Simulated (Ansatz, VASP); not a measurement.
**Sb: VASP beside Ansatz**

Contents of INCAR:

```
PREC = Accurate ; ENCUT = 520
EDIFF = 1E-6 ; ISMEAR = 0
SIGMA = 0.15 ; LREAL = F
LASPH = T ; NELM = 100
ALGO = Normal ; ISIF = 2
LWAVE = F ; LCHARG = F
GGA = PS ; NBANDS = 8
```

The input KPOINTS:

```
Automatic mesh
0
Gamma
  16 16 16
```

The input POSCAR:

```
Sb
1.0
    3.2470483766     -0.4995459041     -0.4995459041
   -0.4995459041      3.2470483766     -0.4995459041
   -0.4995459041     -0.4995459041      3.2470483766
Sb
1
Direct
    0.0000000000      0.0000000000      0.0000000000
```

Input for Ansatz:

```yaml
crystal:
  lattice:
    - [3.2470483766, -0.4995459041, -0.4995459041]
    - [-0.4995459041, 3.2470483766, -0.4995459041]
    - [-0.4995459041, -0.4995459041, 3.2470483766]
  atoms:
    - { symbol: Sb, position: [0.0, 0.0, 0.0] }
basis:
  ecutwfc: 420
kpoints:
  mp_grid: { grid: [16, 16, 16] }
hamiltonian:
  xc: pbesol
scf:
  occupations: { method: gaussian, width: 0.15 }
output:
  forces: true
  stress: true
  eigenvalues: true
```

Alike in both runs: task single point; functional PBEsol; k mesh 16 × 16 × 16; occupations gaussian, width 0.15 eV; no spin polarisation.

|  | VASP | Ansatz |
| --- | --- | --- |
| version | VASP 6.6.1 | Ansatz 0.2.0 |
| potentials or method | VASP PAW PBE potentials, release 64 (Sb) | scalar-relativistic, plane waves, PAW |
| plane-wave cutoff (eV) | 520 | 420 |
| valence electrons in the cell | 5 | 15 |

|  | VASP | Ansatz | Ansatz less VASP |
| --- | --- | --- | --- |
| gap on the k mesh at the Fermi level (eV) | none | none | - |
| pressure (GPa) | -7.7 | -7.7 | +0.04 |
| largest component of the traceless stress (GPa) | 1.04 | 1.04 | +0.001 |

A gap of «none» marks a metal or a gap that the smearing closes. The two sets of potentials don't hold the same shells in valence.

Caveats: the PAW data sets were made with another functional, which shifts forces and pressure a little (VASP). The runs have no spin-orbit coupling, so splittings on Sb are missing.
